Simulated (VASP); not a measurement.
# NbP: interstitial B from one void to a neighbouring one

Aim: the barrier for one hop in NbP: interstitial B from one void to a neighbouring one. The start is a computed cell from the Materials Project.

Method: PBE; plane waves and PAW (Nb_pv, P), in the first sound run; inputs show where later runs differ, in VASP 6.6.1.

Most raw output is cut from this account.

### 1. The host crystal

Symmetry: I4_1md, No. 109, tetragonal system. The conventional cell has a = 3.350 Å, b = 3.350 Å, c = 11.480 Å, α = 90.00°, β = 90.00°, γ = 90.00°. Nearest to Nb lie 6 P at 2.55 Å. Nearest to P lie 6 Nb at 2.55 Å. Farther neighbours are not listed.

Coordinates:

```cif
data_structure
_symmetry_space_group_name_H-M 'P 1'
_symmetry_Int_Tables_number 1
_cell_length_a 6.2096
_cell_length_b 6.2096
_cell_length_c 6.2096
_cell_angle_alpha 148.704
_cell_angle_beta 148.704
_cell_angle_gamma 44.848
_cell_volume 64.41
loop_
_atom_site_label
_atom_site_type_symbol
_atom_site_fract_x
_atom_site_fract_y
_atom_site_fract_z
_atom_site_occupancy
Nb1 Nb 0.24988 0.74988 0.50000 1
Nb2 Nb 0.49988 0.49988 0.00000 1
P3 P 0.83275 0.33275 0.50000 1
P4 P 0.08275 0.08275 0.00000 1
```

### 2. Relax the host

The later steps need the crystal at this functional's own lattice; a raised cutoff keeps the stress reliable while the cell changes.

The input, INCAR:

```
SYSTEM = NbP
PREC = Accurate
ENCUT = 350
EDIFF = 1E-06
NELM = 120
ISMEAR = 0
SIGMA = 0.1
LREAL = .FALSE.
ALGO = Normal
GGA = PE
NBANDS = 22
LASPH = .TRUE.
LORBIT = 11
LWAVE = .FALSE.
LCHARG = .FALSE.
KPAR = 3
IBRION = 2
NSW = 40
ISIF = 3
EDIFFG = -0.02
POTIM = 0.4
```

The input, POSCAR:

```
NbP
1.0
   -1.6749232544      1.6749232544      5.7401081759
    1.6749232544     -1.6749232544      5.7401081759
    1.6749232544      1.6749232544     -5.7401081759
Nb P
2 2
Direct
    0.2498808000      0.7498808000      0.5000000000
    0.4998808000      0.4998808000      0.0000000000
    0.8327477700      0.3327477700      0.5000000000
    0.0827477700      0.0827477700      0.0000000000
```

The input, KPOINTS:

```
Automatic mesh
0
Gamma
8 8 8
0 0 0
```

The projector-augmented-wave data sets are Nb_pv and P (PBE family, release 64).

Launch:

```sh
$ mpirun -np 3 vasp_std
```

The job ended after 45 s (3 MPI ranks of AMD EPYC 9R45, shared host; peak memory 0.7 GiB).

The run keeps the 8 symmetry operations of its start, so it cannot find a distortion of lower symmetry.

The steps of the relaxation:

```
step  energy less that of the first step (eV)  largest force (eV/Å)  pressure (GPa)  volume (Å³)
   1                                   0.0000                0.0210            0.20        64.41
   2                                  -0.0001                0.0118           -0.28        64.56
   3                                  -0.0002                0.0147           -0.15        64.52
   4                                  -0.0003                0.0044           -0.04        64.47
```

| conventional cell, symmetrised | before | after | change |
| --- | --- | --- | --- |
| a (Å) | 3.350 | 3.354 | +0.1 % |
| b (Å) | 3.350 | 3.354 | +0.1 % |
| c (Å) | 11.480 | 11.465 | -0.1 % |
| volume (Å³/atom) | 16.10 | 16.12 | +0.1 % |

The relaxed structure:

```cif
data_structure
_symmetry_space_group_name_H-M 'P 1'
_symmetry_Int_Tables_number 1
_cell_length_a 6.2034
_cell_length_b 6.2034
_cell_length_c 6.2034
_cell_angle_alpha 148.635
_cell_angle_beta 148.635
_cell_angle_gamma 44.949
_cell_volume 64.47
loop_
_atom_site_label
_atom_site_type_symbol
_atom_site_fract_x
_atom_site_fract_y
_atom_site_fract_z
_atom_site_occupancy
Nb1 Nb 0.25000 0.75000 0.50000 1
Nb2 Nb 0.50000 0.50000 0.00000 1
P3 P 0.83262 0.33262 0.50000 1
P4 P 0.08262 0.08262 0.00000 1
```

This step gave:

```yaml
electronic_cycles: 30
electrons: 32
free_energy_toten: -34.95 eV
energy_at_zero_smearing: -34.95 eV
fermi_energy: 7.057 eV
labelled_metallic_from_the_levels_on_this_mesh: yes
```

The run ended after 4 ionic steps, 0.000 eV below its first step, once forces and stress met EDIFFG = -0.02.

### 3. Relax the start

This step: PBE; plane waves and PAW (Nb_pv, P, B) (VASP 6.6.1).

System of this step: Nb8BP8. The cell holds 17 atoms: 8 Nb, 8 P and 1 B. Its edges and angles: a = 6.203 Å, b = 12.407 Å, c = 12.407 Å, α = 148.6°, β = 148.6°, γ = 44.9°. It derives from NbP. Nearest the centre at fractional (0.667, 0.333, 0.500): B17 at 0.73 Å, Nb6 at 1.92 Å, Nb1 at 1.92 Å, Nb2 at 1.95 Å, P15 at 2.55 Å, P14 at 2.55 Å, P16 at 2.56 Å, P9 at 2.57 Å.

A path needs two true minima; the start is relaxed with symmetry off.

The input, INCAR:

```
SYSTEM = Nb8BP8
PREC = Normal
ENCUT = 320
EDIFF = 1E-05
NELM = 120
ISMEAR = 1
SIGMA = 0.15
LREAL = Auto
ALGO = Fast
GGA = PE
NBANDS = 82
LASPH = .TRUE.
LORBIT = 11
LWAVE = .FALSE.
LCHARG = .FALSE.
KPAR = 3
IBRION = 2
NSW = 60
ISIF = 2
EDIFFG = -0.05
POTIM = 0.4
MAXMIX = 40
ISYM = 0
```

The input, POSCAR:

```
Nb8BP8
1.0
   -1.6768342013      1.6768342013      5.7322502160
    3.3536684026     -3.3536684026     11.4645004320
    3.3536684026      3.3536684026    -11.4645004320
Nb P B
8 8 1
Direct
    0.2554799651      0.3763205400      0.2534803749
    0.2561815997      0.3715054347      0.7488138321
    0.2541052641      0.8737187564      0.2501316912
    0.2511269438      0.8763557692      0.7509617968
    0.4981910975      0.2473853494     -0.0026817321
    0.4997303871      0.2515323951      0.5019040890
    0.4984841027      0.7476774476     -0.0030984003
    0.5094772446      0.7500581753      0.5030368563
    0.8210546274      0.1580758214      0.2362831527
    0.8342780819      0.1652431069      0.7493781514
    0.8253344692      0.6722980601      0.2529991576
    0.8376382896      0.6729819553      0.7580195007
    0.0730885278      0.0399258409     -0.0064469151
    0.0741135156      0.0410415469      0.4966653293
    0.0768193029      0.5410119002     -0.0030318898
    0.0819538641      0.5411555328      0.5003908236
    0.6725409716      0.2242725282      0.3933166225
```

The input, KPOINTS:

```
Automatic mesh
0
Gamma
5 5 5
0 0 0
```

Potentials, in the order of the species: Nb_pv, P and B (PBE family, release 64).

Launch:

```sh
$ mpirun -np 3 vasp_std
```

It took 47 min on 3 MPI ranks; peak memory 1.7 GiB.

The steps of the relaxation:

```csv
step,energy less that of the first step (eV),largest force (eV/Å)
1,0.0000,3.0469
2,-0.6554,2.0968
3,-0.6824,1.9063
4,-0.9709,1.8273
5,-1.3811,1.6016
6,-1.5867,1.3658
7,-1.8771,1.2153
8,-1.9714,0.8931
9,-2.0472,0.3679
10,-2.0483,0.4528
11,-2.0759,0.2840
12,-2.0904,0.1622
13,-2.0907,0.1718
14,-2.0960,0.1165
15,-2.0969,0.0894
16,-2.0970,0.0874
```

The atoms that moved most (Å):

| atom | dx | dy | dz | length |
| --- | --- | --- | --- | --- |
| B17 | -0.883 | -0.023 | -0.039 | 0.884 |
| P9 | 0.114 | 0.044 | 0.104 | 0.161 |
| P14 | 0.041 | 0.126 | -0.043 | 0.139 |
| Nb5 | 0.117 | -0.013 | 0.016 | 0.119 |
| P13 | 0.059 | -0.077 | -0.060 | 0.114 |
| Nb7 | 0.091 | 0.008 | 0.015 | 0.093 |
| Nb3 | 0.082 | -0.026 | 0.009 | 0.086 |
| Nb2 | 0.063 | -0.033 | -0.023 | 0.075 |

Final coordinates:

```cif
data_structure
_symmetry_space_group_name_H-M 'P 1'
_symmetry_Int_Tables_number 1
_cell_length_a 6.2034
_cell_length_b 12.4068
_cell_length_c 12.4068
_cell_angle_alpha 148.635
_cell_angle_beta 148.635
_cell_angle_gamma 44.949
_cell_volume 257.88
loop_
_atom_site_label
_atom_site_type_symbol
_atom_site_fract_x
_atom_site_fract_y
_atom_site_fract_z
_atom_site_occupancy
Nb1 Nb 0.25420 0.37978 0.25679 1
Nb2 Nb 0.24425 0.37983 0.75319 1
Nb3 Nb 0.24700 0.88628 0.25836 1
Nb4 Nb 0.25489 0.88702 0.76301 1
Nb5 Nb 0.49565 0.26554 0.01282 1
Nb6 Nb 0.50755 0.25670 0.50677 1
Nb7 Nb 0.50217 0.76193 0.01166 1
Nb8 Nb 0.49565 0.74992 0.49968 1
P9 P 0.84329 0.17964 0.25988 1
P10 P 0.83001 0.17537 0.75766 1
P11 P 0.82939 0.67194 0.25502 1
P12 P 0.83423 0.67291 0.75732 1
P13 P 0.04479 0.04613 0.99080 1
P14 P 0.10802 0.04533 0.52163 1
P15 P 0.07795 0.55080 0.00628 1
P16 P 0.08817 0.55054 0.51098 1
B17 B 0.66238 0.09090 0.25829 1
```

The stop cut the electronic loop of the last step short, so that step is set aside; the step before it may be unsound too where the loop had begun to diverge.

The run met its time limit with a largest force of 0.09 eV/Å at its last finished step, short of the threshold.

### 4. Relax the end

The end state is relaxed in the same way, so that both ends share their errors.

INCAR is that of step 3.

The input, POSCAR:

```
Nb8BP8
1.0
   -1.6768342013      1.6768342013      5.7322502160
    3.3536684026     -3.3536684026     11.4645004320
    3.3536684026      3.3536684026    -11.4645004320
Nb P B
8 8 1
Direct
    0.2534922204      0.3721246559      0.2497418411
    0.2452072657      0.3784209881      0.7494256236
    0.2420090301      0.8746682208      0.2462166434
    0.2499170760      0.8743064489      0.7509747345
    0.5003796891      0.2462927461     -0.0027068523
    0.5016568446      0.2492659127      0.5029669753
    0.5067879825      0.7505008643      0.0044102007
    0.5049319318      0.7478052236      0.4998253532
    0.8279810850      0.1676912625      0.2516419851
    0.8313186903      0.1666606886      0.7483425943
    0.8208141312      0.6658473234      0.2457144947
    0.8355618199      0.6683892707      0.7546622202
    0.0860992445      0.0417178795      0.0013254881
    0.0839890280      0.0438425100      0.5033775785
    0.0849942722      0.5385772767      0.0023761882
    0.0803351315      0.5396557220      0.4996849563
    0.6642872234      0.4461891054      0.6101615020
```

KPOINTS is that of step 3.

Launch:

```sh
$ mpirun -np 3 vasp_std
```

Wall time 39 min (3 MPI ranks); peak memory 1.7 GiB; 1.9 h of CPU time.

This run has no spin polarisation. Its electron count is odd, so without a moment it is a metal by construction.

The steps of the relaxation:

| step | energy less that of the first step (eV) | largest force (eV/Å) |
| --- | --- | --- |
| 1 | 0.0000 | 3.2750 |
| 2 | -0.7487 | 2.1912 |
| 3 | -0.7643 | 2.0850 |
| 4 | -1.0875 | 1.9696 |
| 5 | -1.4874 | 1.4209 |
| 6 | -1.7364 | 1.2075 |
| 7 | -1.9603 | 1.0893 |
| 8 | -2.0698 | 0.6898 |
| 9 | -2.1314 | 0.3360 |
| 10 | -2.1322 | 0.3673 |
| 11 | -2.1472 | 0.1770 |
| 12 | -2.1503 | 0.0903 |
| 13 | -2.1504 | 0.0965 |
| 14 | -2.1528 | 0.0581 |
| 15 | -2.1528 | 0.0547 |
| 16 | -2.1529 | 0.0482 |

The atoms that moved most (Å):

| atom | dx | dy | dz | length |
| --- | --- | --- | --- | --- |
| B17 | 0.857 | 0.011 | -0.061 | 0.860 |
| P16 | -0.055 | -0.106 | -0.040 | 0.126 |
| P12 | -0.061 | -0.003 | 0.107 | 0.123 |
| P15 | -0.056 | 0.082 | -0.027 | 0.103 |
| Nb7 | -0.079 | -0.011 | 0.042 | 0.090 |
| Nb5 | -0.078 | -0.008 | -0.029 | 0.084 |
| P9 | -0.076 | 0.016 | 0.014 | 0.079 |
| Nb4 | -0.076 | 0.011 | 0.009 | 0.077 |

The relaxed structure:

```cif
data_structure
_symmetry_space_group_name_H-M 'P 1'
_symmetry_Int_Tables_number 1
_cell_length_a 6.2034
_cell_length_b 12.4068
_cell_length_c 12.4068
_cell_angle_alpha 148.635
_cell_angle_beta 148.635
_cell_angle_gamma 44.949
_cell_volume 257.88
loop_
_atom_site_label
_atom_site_type_symbol
_atom_site_fract_x
_atom_site_fract_y
_atom_site_fract_z
_atom_site_occupancy
Nb1 Nb 0.25491 0.37093 0.24779 1
Nb2 Nb 0.24708 0.37055 0.74383 1
Nb3 Nb 0.24480 0.86312 0.23781 1
Nb4 Nb 0.25386 0.86343 0.74129 1
Nb5 Nb 0.49538 0.23339 0.98439 1
Nb6 Nb 0.50150 0.24504 0.49576 1
Nb7 Nb 0.50712 0.74047 0.99092 1
Nb8 Nb 0.49652 0.74915 0.49758 1
P9 P 0.83392 0.15704 0.24272 1
P10 P 0.82856 0.15606 0.73991 1
P11 P 0.83065 0.65979 0.24288 1
P12 P 0.84402 0.66396 0.74515 1
P13 P 0.08819 0.03409 0.99515 1
P14 P 0.07833 0.03484 0.49125 1
P15 P 0.10711 0.52906 0.00631 1
P16 P 0.04540 0.52968 0.47571 1
B17 B 0.66240 0.57135 0.73969 1
```

This step gave:

- electronic cycles: 184
- electrons: 131
- free energy (TOTEN): -145.4480 eV
- Fermi energy: 7.849 eV

The run ended after 16 ionic steps, 2.153 eV below its first step, once the forces on the free atoms met EDIFFG = -0.05.

B moved by 0.86 Å, so this state is no longer the site that was set up, and the path will join the minima actually found.

### 5. Nudged elastic band

Images on a straight line between the ends relax across the path, while springs keep them spaced along it.

The input, INCAR:

```
SYSTEM = Nb8BP8
PREC = Normal
ENCUT = 320
EDIFF = 1E-05
NELM = 120
ISMEAR = 1
SIGMA = 0.15
LREAL = Auto
ALGO = Fast
GGA = PE
NBANDS = 82
LASPH = .TRUE.
LWAVE = .FALSE.
LCHARG = .FALSE.
IMAGES = 3
SPRING = -5
IBRION = 3
POTIM = 0.15
NSW = 60
EDIFFG = -0.05
ISYM = 0
ISIF = 0
SMASS = 1
```

The input, POSCAR:

```
Nb8BP8
1.0
   -1.6768342013      1.6768342013      5.7322502160
    3.3536684026     -3.3536684026     11.4645004320
    3.3536684026      3.3536684026    -11.4645004320
Nb P B
8 8 1
Direct
    0.2542045832      0.3797830859      0.2567854657
    0.2442482546      0.3798273282      0.7531856141
    0.2469959455      0.8862827020      0.2583570238
    0.2548873354      0.8870155589      0.7630119538
    0.4956500552      0.2655417285      0.0128154735
    0.5075532529      0.2566956219      0.5067682764
    0.5021749726      0.7619256379      0.0116626482
    0.4956457116      0.7499181074      0.4996801401
    0.8432945029      0.1796425534      0.2598780624
    0.8300108388      0.1753732097      0.7576552877
    0.8293934401      0.6719349951      0.2550245245
    0.8342335784      0.6729143403      0.7573192140
    0.0447920766      0.0461282773      0.9908043747
    0.1080203555      0.0453335926      0.5216266696
    0.0779468537      0.5508018539      0.0062819179
    0.0881658711      0.5505424376      0.5109790334
    0.6623806266      0.0908991298      0.2582867610
```

KPOINTS is that of step 4.

The input, 00/POSCAR:

```
Nb8BP8
1.0
   -1.6768342013      1.6768342013      5.7322502160
    3.3536684026     -3.3536684026     11.4645004320
    3.3536684026      3.3536684026    -11.4645004320
Nb P B
8 8 1
Direct
    0.2542045832      0.3797830859      0.2567854657
    0.2442482546      0.3798273282      0.7531856141
    0.2469959455      0.8862827020      0.2583570238
    0.2548873354      0.8870155589      0.7630119538
    0.4956500552      0.2655417285      0.0128154735
    0.5075532529      0.2566956219      0.5067682764
    0.5021749726      0.7619256379      0.0116626482
    0.4956457116      0.7499181074      0.4996801401
    0.8432945029      0.1796425534      0.2598780624
    0.8300108388      0.1753732097      0.7576552877
    0.8293934401      0.6719349951      0.2550245245
    0.8342335784      0.6729143403      0.7573192140
    0.0447920766      0.0461282773      0.9908043747
    0.1080203555      0.0453335926      0.5216266696
    0.0779468537      0.5508018539      0.0062819179
    0.0881658711      0.5505424376      0.5109790334
    0.6623806266      0.0908991298      0.2582867610
```

The input, 01/POSCAR:

```
Nb8BP8
1.0
   -1.6768342013      1.6768342013      5.7322502160
    3.3536684026     -3.3536684026     11.4645004320
    3.3536684026      3.3536684026    -11.4645004320
Nb P B
8 8 1
Direct
    0.2543810837      0.3775698955      0.2545354771
    0.2449562610      0.3775089228      0.7508465606
    0.2464461752      0.8804916412      0.2532202310
    0.2546297576      0.8811203675      0.7575822692
    0.4955831808      0.2575032199      0.0057100574
    0.5060410234      0.2537808131      0.5040151397
    0.5034101297      0.7565621755      0.0064766460
    0.4958649577      0.7497260790      0.4991551642
    0.8409519562      0.1739914091      0.2555895682
    0.8296490293      0.1705458341      0.7532183721
    0.8297074054      0.6688996684      0.2519883484
    0.8366803842      0.6706763881      0.7542764208
    0.0556419346      0.0431199542      0.9918920262
    0.1005990012      0.0427100508      0.5140326613
    0.0852378491      0.5453657552      0.0062892134
    0.0774734847      0.5453263482      0.5021626906
    0.6623857437      0.2110106223      0.3786363660
```

The input, 02/POSCAR:

```
Nb8BP8
1.0
   -1.6768342013      1.6768342013      5.7322502160
    3.3536684026     -3.3536684026     11.4645004320
    3.3536684026      3.3536684026    -11.4645004320
Nb P B
8 8 1
Direct
    0.2545575841      0.3753567051      0.2522854885
    0.2456642674      0.3751905174      0.7485075072
    0.2458964048      0.8747005805      0.2480834382
    0.2543721798      0.8752251762      0.7521525846
    0.4955163065      0.2494647113     -0.0013953587
    0.5045287939      0.2508660043      0.5012620030
    0.5046452868      0.7511987130      0.0012906439
    0.4960842038      0.7495340506      0.4986301883
    0.8386094095      0.1683402648      0.2513010740
    0.8292872197      0.1657184584      0.7487814565
    0.8300213708      0.6658643418      0.2489521724
    0.8391271901      0.6684384360      0.7512336275
    0.0664917927      0.0401116312      0.9929796778
    0.0931776470      0.0400865090      0.5064386530
    0.0925288446      0.5399296566      0.0062965090
    0.0667810982      0.5401102589      0.4933463478
    0.6623908608      0.3311221147      0.4989859710
```

The input, 03/POSCAR:

```
Nb8BP8
1.0
   -1.6768342013      1.6768342013      5.7322502160
    3.3536684026     -3.3536684026     11.4645004320
    3.3536684026      3.3536684026    -11.4645004320
Nb P B
8 8 1
Direct
    0.2547340846      0.3731435148      0.2500354999
    0.2463722738      0.3728721121      0.7461684537
    0.2453466344      0.8689095197      0.2429466455
    0.2541146020      0.8693299848      0.7467228999
    0.4954494322      0.2414262026     -0.0085007748
    0.5030165644      0.2479511955      0.4985088664
    0.5058804439      0.7458352506     -0.0038953583
    0.4963034499      0.7493420222      0.4981052124
    0.8362668627      0.1626891205      0.2470125798
    0.8289254102      0.1608910828      0.7443445410
    0.8303353362      0.6628290152      0.2459159963
    0.8415739960      0.6662004838      0.7481908342
    0.0773416507      0.0371033081      0.9940673294
    0.0857562927      0.0374629673      0.4988446446
    0.0998198400      0.5344935579      0.0063038045
    0.0560887118      0.5348941696      0.4845300051
    0.6623959780      0.4512336072      0.6193355760
```

The input, 04/POSCAR:

```
Nb8BP8
1.0
   -1.6768342013      1.6768342013      5.7322502160
    3.3536684026     -3.3536684026     11.4645004320
    3.3536684026      3.3536684026    -11.4645004320
Nb P B
8 8 1
Direct
    0.2549105851      0.3709303244      0.2477855113
    0.2470802802      0.3705537067      0.7438294002
    0.2447968641      0.8631184589      0.2378098527
    0.2538570242      0.8634347935      0.7412932153
    0.4953825578      0.2333876940     -0.0156061909
    0.5015043349      0.2450363867      0.4957557297
    0.5071156010      0.7404717882     -0.0090813605
    0.4965226960      0.7491499938      0.4975802365
    0.8339243160      0.1570379762      0.2427240856
    0.8285636006      0.1560637072      0.7399076254
    0.8306493015      0.6597936885      0.2428798202
    0.8440208018      0.6639625316      0.7451480410
    0.0881915088      0.0340949850      0.9951549809
    0.0783349384      0.0348394255      0.4912506363
    0.1071108354      0.5290574592      0.0063111000
    0.0453963253      0.5296780802      0.4757136623
    0.6624010951      0.5713450997      0.7396851810
```

Launch:

```sh
$ mpirun -np 3 vasp_std
```

The job ended after 1.7 h (3 MPI ranks; peak memory 1.6 GiB).

The run was stopped at its time limit, so it gives no result of its own.

### 6. What came out

- result: none

What this shows: The session ends without its result: «nudged elastic band» met its time limit.

[Lines on the potential files, build, host, timing and source positions are cut from VASP's logs without a mark.]

[Logs are printed without paths, hosts, clocks, repeated set-up lines and the standing remarks that a program may print on its own settings, such as how far it seeks lower states.]

[Hosts, paths, dates, database ids (printed as entryN), source tags and the programs' standing remarks are cut or masked in the printed files.]

[Runs that stopped without an error message from VASP are left out.]
